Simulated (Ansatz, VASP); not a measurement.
## One calculation of Ag, two programs

```
Ag
1.0
     2.93000   -0.01465    0.00000
    -1.47769    2.54478    0.00000
     0.00000    0.00000    4.79000
Ag
2
Cartesian
  1.4608 0.8385 3.5925
  -0.0085 1.6916 1.1975
```

This isn't the form of Ag at room conditions, which is fcc.

Alike in both runs: functional PBE; k mesh 9 × 9 × 5; occupations fermi-dirac, width 0.05 eV; no spin polarisation.

|  | VASP | Ansatz |
| --- | --- | --- |
| version | VASP 6.6.1 | Ansatz 0.2.0 |
| potentials or method | VASP PAW PBE potentials, release 64 (Ag) | Ansatz PAW |
| plane-wave cutoff (eV) | 520 | 420 |
| valence electrons in the cell | 22 | 38 |
| task | single point | band structure |

VASP gave:

- gap on the k mesh at the Fermi level (eV): none
- pressure (GPa): -0.1
- largest component of the traceless stress (GPa): 1.03
- rms of the force components (eV/Å): 0.007

Q: What did Ansatz give for the same quantities?

A: gap on the k mesh at the Fermi level (eV): none; pressure (GPa): 0.0; largest component of the traceless stress (GPa): 1.03; rms of the force components (eV/Å): 0.007.

Atom by atom the forces differ by 0.000 eV/Å (rms over components). A gap of «none» marks a metal or a gap that the smearing closes. The two sets of potentials don't hold the same shells in valence.
